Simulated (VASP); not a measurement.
Set up this calculation in VASP 6.6.1, as an ASE script.

* Task: single point
* Functional: LDA
* Potentials or basis: VASP PAW LDA potentials, release 64 (Br)
* Cutoff: 500 eV
* k mesh: 13 × 13 × 13
* Occupations: gaussian, width 0.02 eV
* Spin: no spin polarisation
* Further INCAR settings: ALGO = Normal; EDIFF = 1.00e-07; NBANDS = 10

The structure of Br lies in Br.cif:

```cif
data_Br
_cell_length_a 2.57353681
_cell_length_b 3.43999440
_cell_length_c 7.15598232
_cell_angle_alpha 90.00000000
_cell_angle_beta 90.00000000
_cell_angle_gamma 90.00000000
_space_group_name_H-M_alt 'Immm'
_space_group_name_Hall '-I 2 2'
_space_group_IT_number 71
loop_
_space_group_symop_operation_xyz
'x,y,z'
'-x,-y,-z'
'-x,-y,z'
'x,y,-z'
'x,-y,-z'
'-x,y,z'
'-x,y,-z'
'x,-y,z'
'x+1/2,y+1/2,z+1/2'
'-x+1/2,-y+1/2,-z+1/2'
'-x+1/2,-y+1/2,z+1/2'
'x+1/2,y+1/2,-z+1/2'
'x+1/2,-y+1/2,-z+1/2'
'-x+1/2,y+1/2,z+1/2'
'-x+1/2,y+1/2,-z+1/2'
'x+1/2,-y+1/2,z+1/2'
loop_
_atom_site_label
_atom_site_type_symbol
_atom_site_symmetry_multiplicity
_atom_site_Wyckoff_symbol
_atom_site_fract_x
_atom_site_fract_y
_atom_site_fract_z
_atom_site_occupancy
Br1 Br 2 a 0.0000000000 0.0000000000 0.0000000000 1
```

The input as run:

run.py

```python
from ase.calculators.vasp import Vasp
from ase.dft.bandgap import bandgap
from ase.io import read

atoms = read('Br.cif', primitive_cell=True, subtrans_included=False)
calc = Vasp(
    directory='calc',
    xc='lda',
    pp='LDA',
    setups='minimal',
    prec='Accurate',
    encut=500,
    ediff=1e-07,
    ismear=0,
    sigma=0.02,
    lreal=False,
    lasph=True,
    nelm=100,
    algo='Normal',
    isif=2,
    lwave=False,
    lcharg=False,
    kpts=[13, 13, 13],
    gamma=True,
    nbands=10,
)
atoms.calc = calc

print('energy (eV):', atoms.get_potential_energy())
print('free energy (eV):', atoms.get_potential_energy(force_consistent=True))
print('forces (eV/A):')
print(atoms.get_forces())
print('stress (eV/A^3, Voigt):', atoms.get_stress())
print('Fermi level (eV):', calc.get_fermi_level())
gap, top, bottom = bandgap(calc)
print('band gap (eV):', gap, 'from (spin, k, band)', top, 'to', bottom)
```

Potentials or basis: VASP PAW LDA potentials, release 64 (Br).

Launch:

```console
$ python run.py
```

It gave:

| Quantity | Value |
| --- | --- |
| Pressure | -2.3 GPa |
| Band gap on the k mesh | none (metal or under the smearing width) |

Caveat: an odd number of electrons without spin polarisation forces a metal; a magnetic or distorted state may lie lower.

It took 58 s on 1 thread of AMD EPYC 9R45 (Zen 5), on a shared host, peak memory 0.18 GiB.
